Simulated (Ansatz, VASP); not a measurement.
In in VASP and in Ansatz

INCAR

```
SYSTEM = In
  ALGO = Fast
  EDIFF = 1E-6
  ENCUT = 520
  GGA = PE
  ISIF = 2
  ISMEAR = -1
  LASPH = .True.
  LCHARG = .False.
  LREAL = .False.
  LWAVE = .False.
  NBANDS = 12
  NELM = 80
  PREC = Accurate
  SIGMA = 0.1
```

The input KPOINTS:

```
k-points
0
Gamma
  9 9 9
  0 0 0
```

Contents of POSCAR:

```
In
1.0
   -1.8309227801      1.8309227801      1.8309227801
    1.8309227801     -1.8309227801      1.8309227801
    1.8309227801      1.8309227801     -1.8309227801
In
1
Direct
    0.0000000000      0.0000000000      0.0000000000
```

Input for Ansatz:

```yaml
crystal:
  lattice:
    - [-1.830922780077652, 1.830922780077652, 1.830922780077652]
    - [1.830922780077652, -1.830922780077652, 1.830922780077652]
    - [1.830922780077652, 1.830922780077652, -1.830922780077652]
  atoms:
    - { symbol: In, position: [0.0, 0.0, 0.0] }
basis:
  ecutwfc: 450.0
kpoints:
  mp_grid:
    grid: [9, 9, 9]
hamiltonian:
  xc: pbe
  pseudopotentials:
    kind: paw
scf:
  occupations:
    method: fermi_dirac
    width: 0.1
output:
  stress: true
```

This isn't the form of In at room conditions, which is tetragonal.

Alike in both runs: task single point; functional PBE; k mesh 9 × 9 × 9; occupations fermi-dirac, width 0.1 eV; no spin polarisation.

|  | VASP | Ansatz |
| --- | --- | --- |
| version | VASP 6.6.1 | Ansatz 0.2.0 |
| potentials or method | VASP PAW PBE potentials, release 64 (In_d) | plane waves, PAW |
| plane-wave cutoff (eV) | 520 | 450 |
| valence electrons in the cell | 13 | 13 |

VASP gave:

- pressure (GPa): 6.0

Task: Estimate Ansatz's values.

Result: Pressure (GPa): 6.1.
